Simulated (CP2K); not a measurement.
TaN in CP2K: the effect of functional

The system is TaN.

```xyz
6
Lattice="5.1910 0.0000 0.0000 -2.5955 4.4955 0.0000 0.0000 0.0000 2.9080" Properties=species:S:1:pos:R:3 pbc="T T T"
Ta    2.5955    1.4985    1.4540
Ta    0.0000    2.9970    1.4540
Ta    0.0000    0.0000    0.0000
N    -1.2977    2.2478    0.0000
N     1.2977    2.2478    0.0000
N     2.5955    0.0000    0.0000
```

Alike in all runs:

| Item | Value |
| --- | --- |
| Program | CP2K 2026.2 |
| Task | band structure |
| Potentials or basis | POTENTIAL_UZH Ta GTH-PBE-q13, N GTH-PBE-q5; DZVP-MOLOPT-PBE-GTH basis |
| Density cutoff | 9184 eV |
| k mesh | 6 × 6 × 9 |
| Occupations | fermi-dirac, width 0.05 eV |
| Spin | no spin polarisation |

Question: One run gave: pressure 15.5 GPa. Which functional did it use?
A. PBE
B. HLE16
C. TASK
D. BLYP
E. PBEsol

Answer: D.

```tsv
functional	pressure (GPa)
PBE	5.1
LDA	-4.6
PBEsol	-1.5
vdW-DF-cx	0.0
BLYP	15.5
HLE16	-54.6
TASK	8.7
```

Caveats: the basis of atomic orbitals isn't converged, which shifts pressures, moduli and gaps; the potentials were made for another functional, which shifts forces and pressure (some runs); the potentials were made for a functional far from this one (some runs); the cell as given lies far from equilibrium (some runs).
